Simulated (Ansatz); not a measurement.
## Property card for TlH₅

These are results of DFT PBE, scalar-relativistic, plane waves, PAW in Ansatz, not measurements.

Plane waves to 420 eV, a k mesh through Γ of 8×8×12 on the computed 6-atom cell and Gaussian smearing (0.10 eV); no spin polarisation.

The structure is relaxed at this level of theory with its symmetry kept, and needn't be the ground state of this composition.

Space group P4/mmm (No. 123), tetragonal, a = 4.582 Å, c = 3.135 Å. Tl has 8 H at 2.59 Å, 2 Tl at 3.14 Å and 4 H at 3.24 Å; H on a site of symmetry m2m is surrounded by 1 H at 1.08 Å, 2 H at 1.53 Å, 1 H at 2.16 Å, 1 H at 2.42 Å and 2 Tl at 2.59 Å; H on a site of symmetry 4/mmm is surrounded by 4 H at 1.08 Å, 2 H at 3.14 Å, 4 Tl at 3.24 Å and 8 H at 3.32 Å (long against the sum of covalent radii).

| Item | Value |
| --- | --- |
| Volume per atom | 74.0 bohr³ |
| Formation energy from the elements' standard states (uncorrected) | +0.812 eV/atom |
| Kohn–Sham band gap | none (metal) |
| Density of states at the Fermi level | 0.2 states/eV per cell |
| Orbital (Löwdin) character within 0.5 eV of the Fermi level | H 1s 53 %, Tl 6p 36 %, Tl 6s 9 % |
| Bader charge by site (e) | Tl (1 in the cell) 0.41, H (4 in the cell) -0.14, H (1 in the cell) 0.13 |

Spin-orbit coupling is left out, which matters for the bands of heavy elements.

The cell was found from a structure generator's guess, not taken from experiment. Löwdin shares on free-atom orbitals overweight diffuse shells.
